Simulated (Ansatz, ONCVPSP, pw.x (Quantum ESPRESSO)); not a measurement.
## From atom to crystal: ONCV potential for lanthanum

```json
{
 "Element": "La",
 "Generator": "ONCVPSP 4.0.1",
 "Type": "optimised norm-conserving Vanderbilt (ONCV)",
 "Functional": "PBE",
 "Relativity": "scalar-relativistic",
 "Frozen core": "[Kr] 4d10",
 "Valence charge": "11",
 "Reference configuration": "5s2 5p6 5d1 6s1.75 (charge +0.25)",
 "Partial waves": "5s+6s: rc 3.10 bohr, ncon 4, nbas 8, qcut 4.2 1/bohr, 2 projectors; 5p: rc 3.88 bohr, ncon 4, nbas 8, qcut 3.9 1/bohr, 1 projector; 5d: rc 4.52 bohr, ncon 3, nbas 8, qcut 3.9 1/bohr, 2 projectors, debl 3.7 Ha; f scattering state at 0.08 Ha: rc 4.92 bohr, ncon 4, nbas 7, qcut 3.1 1/bohr, 1 projector",
 "Local potential": "polynomial inside 2.52 bohr (lpopt 2, dvloc0 0 Ha)",
 "Core correction": "Teter function, fcfact 5.75, rcfact 1.6"
}
```

In the f channel the program set the typed energies aside and used -0.209 Ha.

Atomic tests: cutoffs needed: 4.7 Ha and 6.5 Ha (the cutoffs (Ha) at which the residual kinetic energy of the hardest occupied pseudo-wave falls to 1 and 0.1 mHa per electron); ghost test: no bound ghost flagged; GHOST(+) flagged for d at 106.6 eV; largest excitation error: -192 meV (all-electron minus pseudo) for 5s2 5p5 5d1 6s2, out of 4 test configurations.

Crystal test: bcc La in pw.x 7.5, no spin, 11³ k-points, Fermi–Dirac smearing 0.01 Ry, cutoffs 50/200 Ry. The lattice is a test structure that the element need not adopt, and mesh and smearing are coarse.

pw.x input:

```
&control
  calculation='scf', prefix='x', pseudo_dir='./', outdir='./tmp', tstress=.true., disk_io='none'
/
&system
  ibrav=0, nat=1, ntyp=1, ecutwfc=50, ecutrho=200, nbnd=13,
  occupations='smearing', smearing='fd', degauss=0.01
/
&electrons
  conv_thr=1e-09, mixing_beta=0.4, electron_maxstep=70
/
ATOMIC_SPECIES
La 1.0 La.UPF
CELL_PARAMETERS angstrom
  -2.11439468 2.11439468 2.11439468
  2.11439468 -2.11439468 2.11439468
  2.11439468 2.11439468 -2.11439468
ATOMIC_POSITIONS crystal
La 0.0000 0.0000 0.0000
K_POINTS automatic
11 11 11 0 0 0
```

```bash
pw.x < La.scf.in > La.scf.out
```

How does the run end?

Failed (cdiaghg: S matrix not positive definite). The largest radius (4.92 bohr) exceeds half the bond length (3.46 bohr), so the spheres overlap, which is one possible source of error among others. The log shows:

```
Message from routine setup:
     using ibrav=0 with symmetry is DISCOURAGED, use correct ibrav instead
     lattice parameter (alat)  =       6.9206  a.u.
     unit-cell volume          =     255.1613 (a.u.)^3
     number of electrons       =        11.00
     number of Kohn-Sham states=           13
     kinetic-energy cutoff     =      50.0000  Ry
     charge density cutoff     =     200.0000  Ry
     scf convergence threshold =      1.0E-09
     Exchange-correlation= PBE
     number of k points=    56  Fermi-Dirac smearing, width (Ry)=  0.0100
     iteration #  1     ecut=    50.00 Ry     beta= 0.40
     c_bands:  4 eigenvalues not converged
     total energy              =     -76.49373646 Ry
     estimated scf accuracy    <       0.02483874 Ry
     iteration #  2     ecut=    50.00 Ry     beta= 0.40
     total energy              =     -76.49743109 Ry
     estimated scf accuracy    <       0.00922852 Ry
     iteration #  3     ecut=    50.00 Ry     beta= 0.40
     total energy              =     -76.50027600 Ry
     estimated scf accuracy    <       0.00037573 Ry
     iteration #  4     ecut=    50.00 Ry     beta= 0.40
     c_bands:  1 eigenvalues not converged
     c_bands:  1 eigenvalues not converged
     c_bands:  4 eigenvalues not converged
     [... 7 repeated lines left out ...]
     Error in routine cdiaghg (50):
     S matrix not positive definite
```
